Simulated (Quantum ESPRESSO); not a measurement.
# TiO2 (P4_2/mnm) in Quantum ESPRESSO: further runs

Runs on TiO2. Level: PBEsol. Tasks: single point, equation of state.

Everything below comes from runs of Quantum ESPRESSO 7.5. Logs are shortened: lines on timing, memory, paths and dates and some standing lists are left out, and cuts for length are marked.

## Step 1: The structure

It takes space group P4_2/mnm (No. 136, tetragonal). Conventional cell: a = 4.600 Å, b = 4.600 Å, c = 2.959 Å, α = 90.00°, β = 90.00°, γ = 90.00°. Ti (site symmetry mmm) has 6 O at 1.95 to 1.98 Å as nearest neighbours. O (site symmetry m2m) has 3 Ti at 1.95 to 1.98 Å as nearest neighbours.

The cell is a database's computed one.

## Step 2: Single point, PBEsol, 9.81 Å³/atom

The input, pw.in:

```
&CONTROL
  calculation = 'scf'
  prefix = 'pwscf'
  outdir = './tmp'
  pseudo_dir = './pseudo'
  tprnfor = .true.
  tstress = .true.
  disk_io = 'nowf'
/
&SYSTEM
  ibrav = 0
  nat = 6
  ntyp = 2
  ecutwfc = 45
  ecutrho = 360
  nbnd = 33
  occupations = 'smearing'
  smearing = 'fd'
  degauss = 0.00367493
/
&ELECTRONS
  conv_thr = 1.2d-09
  electron_maxstep = 120
  mixing_beta = 0.5
/
ATOMIC_SPECIES
Ti    47.8670 ti_pbesol_v1.4.uspp.F.UPF
O     15.9990 o_pbesol_v1.2.uspp.F.UPF
CELL_PARAMETERS angstrom
   4.5059367448    0.0000000000    0.0000000000
   0.0000000000    4.5059367448    0.0000000000
   0.0000000000    0.0000000000    2.8988044961
ATOMIC_POSITIONS crystal
Ti     0.0000000000    0.0000000000    0.5000000000
Ti     0.5000000000    0.5000000000    0.0000000000
O      0.3043213200    0.3043213200    0.5000000000
O      0.1956786800    0.8043213200    0.0000000000
O      0.8043213200    0.1956786800    0.0000000000
O      0.6956786800    0.6956786800    0.5000000000
K_POINTS automatic
6 6 9 0 0 0
```

Potentials or basis: GBRV 1.5 PBEsol.

Run with:

```sh
$ OMP_NUM_THREADS=1 mpirun -n 2 pw.x -nk 2 -in pw.in > pw.out
```

pw.out:

```text
This program is part of the open-source Quantum ESPRESSO suite
     for quantum simulation of materials; please cite
[... 6 lines left out ...]
     using ibrav=0 with symmetry is DISCOURAGED, use correct ibrav instead

     K-points division:     npool     =       2
     Subspace diagonalization in iterative solution of the eigenvalue problem:
     a serial algorithm will be used

     G-vector sticks info
     --------------------
     sticks:   dense  smooth     PW     G-vecs:    dense   smooth      PW
     Sum        2085    1041    325                45805    16231    2753

     Using Slab Decomposition

     bravais-lattice index     =            0
     lattice parameter (alat)  =       8.5150  a.u.
     unit-cell volume          =     397.1785 (a.u.)^3
     number of atoms/cell      =            6
     number of atomic types    =            2
     number of electrons       =        48.00
     number of Kohn-Sham states=           33
     kinetic-energy cutoff     =      45.0000  Ry
     charge density cutoff     =     360.0000  Ry
     scf convergence threshold =      1.2E-09
     mixing beta               =       0.5000
     number of iterations used =            8  plain     mixing
     Exchange-correlation= SLA  PW   PSX  PSC
                           (   1   4  10   8   0   0   0)

     celldm(1)=   8.514986  celldm(2)=   0.000000  celldm(3)=   0.000000
     celldm(4)=   0.000000  celldm(5)=   0.000000  celldm(6)=   0.000000

     crystal axes: (cart. coord. in units of alat)
               a(1) = (   1.000000   0.000000   0.000000 )
               a(2) = (   0.000000   1.000000   0.000000 )
               a(3) = (   0.000000   0.000000   0.643330 )

     reciprocal axes: (cart. coord. in units 2 pi/alat)
               b(1) = (  1.000000  0.000000  0.000000 )
               b(2) = (  0.000000  1.000000  0.000000 )
               b(3) = (  0.000000  0.000000  1.554412 )

     PseudoPot. # 1 for Ti read from file:
     ti_pbesol_v1.4.uspp.F.UPF
     Pseudo is Ultrasoft + core correction, Zval = 12.0
     Generated by new atomic code, or converted to UPF format
     Using radial grid of  851 points,  6 beta functions with:
                l(1) =   0
                l(2) =   0
                l(3) =   1
                l(4) =   1
                l(5) =   2
                l(6) =   2
     Q(r) pseudized with  6 coefficients,  rinner =    1.000   1.000   1.000
                                                       1.000   1.000

     PseudoPot. # 2 for O  read from file:
     o_pbesol_v1.2.uspp.F.UPF
     Pseudo is Ultrasoft + core correction, Zval =  6.0
     Generated by new atomic code, or converted to UPF format
     Using radial grid of  737 points,  5 beta functions with:
                l(1) =   0
                l(2) =   0
                l(3) =   1
                l(4) =   1
                l(5) =   2
     Q(r) pseudized with  8 coefficients,  rinner =    0.900   0.900   0.900
                                                       0.900   0.900

     atomic species   valence    mass     pseudopotential
     Ti               12.00    47.86700     Ti( 1.00)
     O                 6.00    15.99900     O ( 1.00)

     16 Sym. Ops., with inversion, found ( 8 have fractional translation)

   Cartesian axes

     site n.     atom                  positions (alat units)
         1        Ti     tau(   1) = (   0.0000000   0.0000000   0.3216650  )
         2        Ti     tau(   2) = (   0.5000000   0.5000000   0.0000000  )
         3        O      tau(   3) = (   0.3043213   0.3043213   0.3216650  )
         4        O      tau(   4) = (   0.1956787   0.8043213   0.0000000  )
         5        O      tau(   5) = (   0.8043213   0.1956787   0.0000000  )
         6        O      tau(   6) = (   0.6956787   0.6956787   0.3216650  )

     number of k points=    50  Fermi-Dirac smearing, width (Ry)=  0.0037
                       cart. coord. in units 2pi/alat
        k(    1) = (   0.0000000   0.0000000   0.0000000), wk =   0.0061728
        k(    2) = (   0.0000000   0.0000000   0.1727125), wk =   0.0123457
        k(    3) = (   0.0000000   0.0000000   0.3454249), wk =   0.0123457
        k(    4) = (   0.0000000   0.0000000   0.5181374), wk =   0.0123457
        k(    5) = (   0.0000000   0.0000000   0.6908498), wk =   0.0123457
        k(    6) = (   0.0000000   0.1666667   0.0000000), wk =   0.0246914
[... 42 lines left out ...]
        k(   49) = (  -0.5000000  -0.5000000   0.5181374), wk =   0.0123457
        k(   50) = (  -0.5000000  -0.5000000   0.6908498), wk =   0.0123457

     Dense  grid:    45805 G-vectors     FFT dimensions: (  54,  54,  36)

     Smooth grid:    16231 G-vectors     FFT dimensions: (  40,  40,  24)

     Check: negative core charge=   -0.000012

     Initial potential from superposition of free atoms

     starting charge      45.9999, renormalised to      48.0000

     negative rho (up, down):  1.613E-03 0.000E+00
     Starting wfcs are   36 randomized atomic wfcs

     Self-consistent Calculation

     iteration #  1     ecut=    45.00 Ry     beta= 0.50
     Davidson diagonalization with overlap
     ethr =  1.00E-02,  avg # of iterations =  2.0

     negative rho (up, down):  2.473E-03 0.000E+00

     total energy              =    -367.50923404 Ry
     estimated scf accuracy    <       1.11479380 Ry

     iteration #  2     ecut=    45.00 Ry     beta= 0.50
     Davidson diagonalization with overlap
     ethr =  2.32E-03,  avg # of iterations =  3.9
[... 69 lines left out ...]
     iteration # 10     ecut=    45.00 Ry     beta= 0.50
     Davidson diagonalization with overlap
     ethr =  1.14E-11,  avg # of iterations =  3.9

     negative rho (up, down):  1.562E-03 0.000E+00

     End of self-consistent calculation

          k = 0.0000 0.0000 0.0000 (  1991 PWs)   bands (ev):

   -46.4980 -46.4738 -23.0089 -23.0089 -22.7909 -22.7909 -22.7364 -22.6887
    -8.4926  -7.2020  -6.2800  -6.2800   3.8050   4.1929   4.4992   5.8550
     5.8550   7.2201   7.2201   7.8701   9.2206   9.4512   9.4512   9.9154
    11.8940  12.2167  12.4897  12.6052  12.6052  14.8347  14.9191  17.1232
    17.1233

          k = 0.0000 0.0000 0.1727 (  2003 PWs)   bands (ev):
[... 385 lines left out ...]
   -46.4317 -46.4317 -23.2791 -23.2791 -22.8410 -22.8410 -22.7850 -22.7850
    -7.0269  -7.0269  -6.6869  -6.6869   4.7901   4.7901   5.1332   5.1332
     6.1955   6.1955   7.1432   7.1432   8.4550   8.4550   9.2043   9.2043
    12.7410  12.7410  13.3327  13.3327  13.3920  13.3920  16.4273  16.4273
    16.5509

     the Fermi energy is    10.9047 ev

!    total energy              =    -367.97754965 Ry
     estimated scf accuracy    <          6.5E-10 Ry
     smearing contrib. (-TS)   =      -0.00000000 Ry
     internal energy E=F+TS    =    -367.97754965 Ry

     The total energy is F=E-TS. E is the sum of the following terms:
     one-electron contribution =    -117.07406437 Ry
     hartree contribution      =      83.46052903 Ry
     xc contribution           =     -64.77298512 Ry
     ewald contribution        =    -269.59102919 Ry

     convergence has been achieved in  10 iterations

     negative rho (up, down):  1.562E-03 0.000E+00

     Forces acting on atoms (cartesian axes, Ry/au):

     atom    1 type  1   force =     0.00000000    0.00000000    0.00000000
     atom    2 type  1   force =     0.00000000    0.00000000    0.00000000
     atom    3 type  2   force =    -0.00693350   -0.00693350   -0.00000000
     atom    4 type  2   force =     0.00693350   -0.00693350    0.00000000
     atom    5 type  2   force =    -0.00693350    0.00693350    0.00000000
     atom    6 type  2   force =     0.00693350    0.00693350    0.00000000

     Total force =     0.019611     Total SCF correction =     0.000013

     Computing stress (Cartesian axis) and pressure

     negative rho (up, down):  1.562E-03 0.000E+00
          total   stress  (Ry/bohr**3)                   (kbar)     P=      141.53
   0.00091123   0.00000000   0.00000000          134.05        0.00        0.00
   0.00000000   0.00091123   0.00000000            0.00      134.05        0.00
   0.00000000   0.00000000   0.00106377            0.00        0.00      156.49

=------------------------------------------------------------------------------=
   JOB DONE.
=------------------------------------------------------------------------------=
```

Run time: 34 s. Hardware: 2 MPI ranks of Arm Neoverse V1, shared host; peak memory 0.38 GiB.

What came out:

```yaml
Free_energy: -5006.5896 eV
Pressure: 14.2 GPa
Largest_force: 0.252 eV/Å
Band_gap_on_the_k_mesh: 1.98 eV, direct
```

Caveat: an odd mesh through Γ misses points on the zone boundary, where band edges often lie.

## Step 3: Single point, PBEsol, 10.02 Å³/atom

Changes to pw.in since step 2:

```diff
@@ -29,5 +29,5 @@
 CELL_PARAMETERS angstrom
-   4.5059367448    0.0000000000    0.0000000000
-   0.0000000000    4.5059367448    0.0000000000
-   0.0000000000    0.0000000000    2.8988044961
+   4.5376697393    0.0000000000    0.0000000000
+   0.0000000000    4.5376697393    0.0000000000
+   0.0000000000    0.0000000000    2.9192192849
 ATOMIC_POSITIONS crystal
```

Potentials or basis: GBRV 1.5 PBEsol.

Run with:

```sh
$ OMP_NUM_THREADS=1 mpirun -n 2 pw.x -nk 2 -in pw.in > pw.out
```

Wall time 36 s (2 MPI ranks of Arm Neoverse V1, shared host); peak memory 0.32 GiB.

The run converged. Its results:

```
Free energy            : -5006.6771 eV
Pressure               : 8.0 GPa
Largest force          : 0.140 eV/Å
Band gap on the k mesh : 1.93 eV, direct
```

Caveat: an odd mesh through Γ misses points on the zone boundary, where band edges often lie.

## Step 4: Single point, PBEsol, 10.23 Å³/atom

Changes to pw.in since step 3:

```diff
@@ -29,5 +29,5 @@
 CELL_PARAMETERS angstrom
-   4.5376697393    0.0000000000    0.0000000000
-   0.0000000000    4.5376697393    0.0000000000
-   0.0000000000    0.0000000000    2.9192192849
+   4.5689650023    0.0000000000    0.0000000000
+   0.0000000000    4.5689650023    0.0000000000
+   0.0000000000    0.0000000000    2.9393524679
 ATOMIC_POSITIONS crystal
```

Run with:

```sh
$ OMP_NUM_THREADS=1 mpirun -n 2 pw.x -nk 2 -in pw.in > pw.out
```

Run time: 33 s. Hardware: 2 MPI ranks of Arm Neoverse V1, shared host; peak memory 0.32 GiB.

It converged, with:

| Property | Result |
| --- | --- |
| Free energy | -5006.7189 eV |
| Pressure | 2.5 GPa |
| Largest force | 0.036 eV/Å |
| Band gap on the k mesh | 1.88 eV, direct |

Caveat: an odd mesh through Γ misses points on the zone boundary, where band edges often lie.

## Step 5: Single point, PBEsol, 10.44 Å³/atom

Changes to pw.in since step 4:

```diff
@@ -29,5 +29,5 @@
 CELL_PARAMETERS angstrom
-   4.5689650023    0.0000000000    0.0000000000
-   0.0000000000    4.5689650023    0.0000000000
-   0.0000000000    0.0000000000    2.9393524679
+   4.5998373239    0.0000000000    0.0000000000
+   0.0000000000    4.5998373239    0.0000000000
+   0.0000000000    0.0000000000    2.9592135600
 ATOMIC_POSITIONS crystal
```

Run with:

```sh
$ OMP_NUM_THREADS=1 mpirun -n 2 pw.x -nk 2 -in pw.in > pw.out
```

Wall time 37 s (2 MPI ranks of Arm Neoverse V1, shared host); peak memory 0.32 GiB.

Results (log left out):

```yaml
Free_energy: -5006.7197 eV
Pressure: -2.5 GPa
Largest_force: 0.061 eV/Å
Band_gap_on_the_k_mesh: 1.83 eV, direct
```

Caveat: an odd mesh through Γ misses points on the zone boundary, where band edges often lie.

## Step 6: Single point, PBEsol, 10.64 Å³/atom

Changes to pw.in since step 5:

```diff
@@ -29,5 +29,5 @@
 CELL_PARAMETERS angstrom
-   4.5998373239    0.0000000000    0.0000000000
-   0.0000000000    4.5998373239    0.0000000000
-   0.0000000000    0.0000000000    2.9592135600
+   4.6303007105    0.0000000000    0.0000000000
+   0.0000000000    4.6303007105    0.0000000000
+   0.0000000000    0.0000000000    2.9788115719
 ATOMIC_POSITIONS crystal
```

Potentials or basis: GBRV 1.5 PBEsol.

Run with:

```sh
$ OMP_NUM_THREADS=1 mpirun -n 2 pw.x -nk 2 -in pw.in > pw.out
```

It took 39 s on 2 MPI ranks of Arm Neoverse V1, shared host; peak memory 0.34 GiB.

The run converged. Its results:

```yaml
Free_energy: -5006.6836 eV
Pressure: -7.0 GPa
Largest_force: 0.150 eV/Å
Band_gap_on_the_k_mesh: 1.78 eV, direct
```

Caveat: an odd mesh through Γ misses points on the zone boundary, where band edges often lie.

## Step 7: Single point, PBEsol, 10.85 Å³/atom

Changes to pw.in since step 6:

```diff
@@ -29,5 +29,5 @@
 CELL_PARAMETERS angstrom
-   4.6303007105    0.0000000000    0.0000000000
-   0.0000000000    4.6303007105    0.0000000000
-   0.0000000000    0.0000000000    2.9788115719
+   4.6603684408    0.0000000000    0.0000000000
+   0.0000000000    4.6603684408    0.0000000000
+   0.0000000000    0.0000000000    2.9981550462
 ATOMIC_POSITIONS crystal
```

Run with:

```sh
$ OMP_NUM_THREADS=1 mpirun -n 2 pw.x -nk 2 -in pw.in > pw.out
```

It took 45 s on 2 MPI ranks of Arm Neoverse V1, shared host; peak memory 0.34 GiB.

It converged, with:

- Free energy: -5006.6143 eV
- Pressure: -11.0 GPa
- Largest force: 0.234 eV/Å
- Band gap on the k mesh: 1.73 eV, direct

Caveat: an odd mesh through Γ misses points on the zone boundary, where band edges often lie.

## Step 8: Single point, PBEsol, 11.06 Å³/atom

Changes to pw.in since step 7:

```diff
@@ -29,5 +29,5 @@
 CELL_PARAMETERS angstrom
-   4.6603684408    0.0000000000    0.0000000000
-   0.0000000000    4.6603684408    0.0000000000
-   0.0000000000    0.0000000000    2.9981550462
+   4.6900531165    0.0000000000    0.0000000000
+   0.0000000000    4.6900531165    0.0000000000
+   0.0000000000    0.0000000000    3.0172520901
 ATOMIC_POSITIONS crystal
```

Run with:

```sh
$ OMP_NUM_THREADS=1 mpirun -n 2 pw.x -nk 2 -in pw.in > pw.out
```

It took 45 s on 2 MPI ranks of Arm Neoverse V1, shared host; peak memory 0.34 GiB.

The run converged. Its results:

```
Free energy            : -5006.5153 eV
Pressure               : -14.6 GPa
Largest force          : 0.312 eV/Å
Band gap on the k mesh : 1.69 eV, direct
```

Caveat: an odd mesh through Γ misses points on the zone boundary, where band edges often lie.

## Step 9: Equation of state, PBEsol

Potentials or basis: GBRV 1.5 PBEsol.

This step only gathers the single runs of the series.

Results:

- Equilibrium volume: 10.33 Å³/atom
- Bulk modulus at fixed shape and positions: 246 GPa
- Pressure derivative of the bulk modulus: 4.3

Energy against volume, from the lowest point:
| volume (Å³/atom) | energy (meV/atom) |
| --- | --- |
| 9.809 | 21.69 |
| 10.018 | 7.11 |
| 10.227 | 0.13 |
| 10.435 | 0.00 |
| 10.644 | 6.02 |
| 10.853 | 17.57 |
| 11.062 | 34.07 |

Caveat: the cell was scaled at fixed shape and fractional positions, which overstates the stiffness of a crystal with free parameters, most of all of layers and chains.
